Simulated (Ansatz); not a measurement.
# Ag (Fm-3m) in Ansatz: reference runs

How does Ag come out in PBEsol? The cell is run as given and disturbed.

Everything below comes from runs of Ansatz 0.2.0. Logs are shortened: lines on timing, memory, paths and dates and some standing lists are left out, and cuts for length are marked.

### Step 1. The crystal as given

Symmetry: Fm-3m, No. 225, cubic system. Conventional cell: a = 4.085 Å, b = 4.085 Å, c = 4.085 Å, α = 90.00°, β = 90.00°, γ = 90.00°. Around Ag (site symmetry m-3m) lie 12 Ag at 2.89 Å.

### Step 2. Single point, PBEsol

File input.yaml:

```yaml
crystal:
  lattice:
    - [0.0, 2.04275, 2.04275]
    - [2.04275, 0.0, 2.04275]
    - [2.04275, 2.04275, 0.0]
  atoms:
    - { symbol: Ag, position: [0.0, 0.0, 0.0] }
kpoints:
  mp_grid: { grid: [11, 11, 11] }
scf:
  occupations: { method: fermi_dirac, width: 0.05 }
hamiltonian:
  xc: pbesol
  pseudopotentials: { kind: all_electron, lapw: { basis_error: 0.001 } }
output:
  forces: true
  stress: true
  eigenvalues: true
  populations: true
```

Potentials or basis: all-electron LAPW, scalar-relativistic.

Started as:

```
$ ansatz run input.yaml --threads 1 --pin off --max-ram 3072MiB --backend cpu --events-out ev --progress --plain --runs-dir out
```

The program printed:

```text
Warning: RAYON_NUM_THREADS=1 ignored (pool sized by the plan → 1); use --threads N
Ag: projections on atomic orbitals take those of the free atom 1s2 2s2 2p6 3s2 3p6 3d10 4s2 4p6 4d10 5s1, of charge +0.00 (hamiltonian.pseudopotentials.projection_atoms)
LAPW: plane waves up to 7.943 Å⁻¹, error target 1.0e-3 eV per atom; small_component_spin mean_spin; Ag in spheres of 1.444 Å, 19 of its electrons in bands, Dirac shells [] (how accurate: hamiltonian.pseudopotentials.lapw.basis_error, Limitations)
Engine: ansatz 0.2.0, x86_64-unknown-linux-gnu
Pseudopotentials: kind: all_electron
Pseudopotential: Ag, LAPW, valence charge 19, lapw/all_electron/scalar/gaussian/Ag, Koelling and Harmon's equation, gaussian nucleus
Functional definition: PBEsol
  exchange = pbesol_x
  correlation = pbesol_c
Crystal: 1 atoms, lattice volume = 17.048 Å³
Basis set: ecut = 240.38614961574137 eV, 137 PW (Γ), exchange–correlation at level 2
Bands: 14, of which v1, the nominal top of the filled ones, is band 10 counted from 1 (9 counted from 0)
Symmetry: 48 space group operations
Space group: Fm-3m (ITA 225), of the structure as read, at distance tolerance 2.6e-5 Å
k-points: 56 of 1331
Non-local potential: Ag, projectors of the file, none
Initial density: superposition of atomic densities (chi_scale 0.1, normalization cell)
Initial wavefunctions: plane waves of lowest kinetic energy (no species holds an atomic orbital)
Functional: x = pbesol(κ = 0.804, μ = 0.12345679012345678), c = pbesol(β = 0.046)
iter 1 solved again at ethr=2.45e-4 eV; its pass at ethr=1.00e-1 eV (dr2=4.66e-2 eV) is discarded
SCF iter   1: F=—  HF=-144588.303534 eV  |F-HF|=—  |Δ(HF+E_count)|=         —  Δρ=2.15e-2  dr2=4.69e-2  ethr=2.45e-4  ⟨swp⟩=3.0  Hψ=5787  notcnv=0
preconditioner: auto → none  [insulator: Δε(μ)=0.165 eV  Ē_g=15.581 eV  σ=0.050 eV  W_gap=0.66  n_scr=8 (ndim 8)  ℏωp=29.8 eV  f_vac=0.000  D(μ)=0.26/eV (n_scr^D=0)  ε∞_Penn≈4.7]
iter 2 solved again at ethr=1.16e-6 eV; its pass at ethr=2.45e-4 eV (dr2=2.20e-4 eV) is discarded
SCF iter   2: F=—  HF=-144588.083231 eV  |F-HF|=—  |Δ(HF+E_count)|=   2.20e-1  Δρ=1.22e-3  dr2=2.22e-4  ethr=1.16e-6  ⟨swp⟩=2.7  Hψ=4129  notcnv=0
SCF iter   3: F=—  HF=-144588.013933 eV  |F-HF|=—  |Δ(HF+E_count)|=   6.93e-2  Δρ=3.46e-3  dr2=1.12e-3  ethr=1.16e-6  ⟨swp⟩=3.0  Hψ=2570  notcnv=0
SCF iter   4: F=—  HF=-144588.011880 eV  |F-HF|=—  |Δ(HF+E_count)|=   2.05e-3  Δρ=5.19e-4  dr2=2.34e-5  ethr=1.16e-6  ⟨swp⟩=2.3  Hψ=2126  notcnv=0
SCF iter   5: F=—  HF=-144588.011880 eV  |F-HF|=—  |Δ(HF+E_count)|=   2.19e-7  Δρ=2.37e-5  dr2=8.85e-8  ethr=1.23e-7  ⟨swp⟩=2.0  Hψ=2110  notcnv=0
SCF iter   6: F=-144588.011880 eV  HF=-144588.011880 eV  |F-HF|=1.05e-9  |Δ(HF+E_count)|=   1.81e-7  Δρ=3.87e-6  dr2=1.22e-9  ethr=4.66e-10  ⟨swp⟩=2.5  Hψ=2150  notcnv=0
SCF 1 converged in 6 iterations: F = -144588.011880 eV  dr2 = 1.22e-9
SCF converged after 6 iterations
Free energy (F): -144588.011880 eV
Harris-Foulkes:  -144588.011880 eV  (|F-HF|=1.05e-9)
Internal energy: -144588.009290 eV  (E = F + TS)
E sigma→0 (E₀):  -144588.010585 eV
Entropy (-TS):   -0.002590 eV (-2.590 meV/atom)
Fermi energy:    18.814359 eV
--- Per-component energies (eV) ---
  E_band       = -209.457956
  E_kinetic    = 151163.443171
  E_xc         = -3997.187460
  E_electrostatic = -291754.265002  (all electrons and nuclei)
  E_smearing   = -0.002590  (= −TS)
  E_closure    = 0.000000  (closes the sum)
  E_atoms      = -144584.709470  (free atoms, spherical and without spin; not in F)
  Σ components = -144588.011880   (vs F -144588.011880, Δ=0.00e0)
  Basis errors (estimates in eV, not in F): energy 1.8e-4 per atom: plane waves 1.7e-4 (1.2e-4 summed), levels above the bands 1.3e-148, relativity 1.8e-8, radial functions 8.2e-6, core shells 4.9e-7; eigenvalues (radial functions only) 6.2e-6; not estimated: angular momenta, meshes, grids; target (lapw.basis_error) 1.0e-3; muffin-tin radii Ag 1.444 Å
--- Forces (eV/Å), atoms counted from 1 ---
  atom   1  Ag    -0.00000000    -0.00000000     0.00000000
  max |Σ_I F_I| component: 8.22e-32 eV/Å
--- Stress (GPa, compression-positive) ---
       -2.921143       0.000000       0.000000
        0.000000      -2.921143      -0.000000
        0.000000      -0.000000      -2.921143
  P = ⅓ Tr σ = -2.9211 GPa (-29.211 kbar)
--- Band table (eV; the first three rows and the last of 56) ---
  k-point 0: bands = ["-73.2512", "-36.6614", "-36.6614", "-36.6614", "10.7637", "13.8500", "13.8500", "13.8500", "14.9014", "14.9014", "34.4359", "38.0148", "38.0148", "38.0148"]
  k-point 1: bands = ["-73.2498", "-36.6746", "-36.6634", "-36.6634", "11.0198", "13.7933", "13.9190", "13.9190", "14.8767", "14.8767", "34.4156", "36.2753", "38.1278", "38.1278"]
  k-point 2: bands = ["-73.2461", "-36.7100", "-36.6687", "-36.6687", "11.6914", "13.7495", "14.0432", "14.0432", "14.8854", "14.8854", "32.2741", "35.3138", "38.2927", "38.2927"]
  k-point 55: bands = ["-73.2281", "-36.7770", "-36.7680", "-36.7223", "12.9510", "13.3628", "13.7873", "14.9189", "15.8518", "23.9199", "24.1050", "25.8859", "27.7841", "39.5871"]
--- Löwdin populations: 1 site ---
  site symbol       q [e]
     0     Ag     46.8688
  spilling = 0.002791 (of n_electrons = 47.000000)
```

Wall time 3.4 s (1 thread of Intel Xeon Platinum 8488C (Sapphire Rapids), shared host); peak memory 0.3 GiB.

Results:

```yaml
Free_energy: -144588.0119 eV
Pressure: -2.9 GPa
Band_gap_on_the_k_mesh: none (metal or under the smearing width)
```

### Step 3. Single point, PBEsol (cell strained at random at fixed volume)

Changes to input.yaml since step 2:

```diff
@@ -2,7 +2,7 @@
   lattice:
-    - [0.0, 2.04275, 2.04275]
-    - [2.04275, 0.0, 2.04275]
-    - [2.04275, 2.04275, 0.0]
+    - [-0.006223, 2.038628, 2.0672]
+    - [2.014973, 0.046946, 2.01403]
+    - [2.085595, 2.05608, -0.023676]
   atoms:
-    - { symbol: Ag, position: [0.0, 0.0, 0.0] }
+    - { symbol: Ag, position: [0.002206, 0.028552, -0.010434] }
 kpoints:
```

Potentials or basis: all-electron LAPW, scalar-relativistic.

Started as:

```
$ ansatz run input.yaml --threads 1 --pin off --max-ram 3072MiB --backend cpu --events-out ev --progress --plain --runs-dir out
```

Run time: 36 s. Hardware: 1 thread of Intel Xeon Platinum 8488C (Sapphire Rapids), shared host; peak memory 0.73 GiB.

The run converged. Its results:

| Quantity | Value |
| --- | --- |
| Free energy | -144588.0057 eV |
| Pressure | -2.5 GPa |
| Band gap on the k mesh | none (metal or under the smearing width) |

Stress tensor (GPa, compression positive):
```
-2.32 -1.71  1.39
-1.71 -2.57 -0.80
 1.39 -0.80 -2.62
```

Levels at points of the mesh, in eV from the Fermi level:
| k point | band 7 | band 8 | band 9 | band 10 | band 11 | band 12 |
| --- | --- | --- | --- | --- | --- | --- |
| (0.00, 0.00, 0.00) | -4.95 | -4.71 | -3.88 | -3.78 | 15.61 | 18.55 |
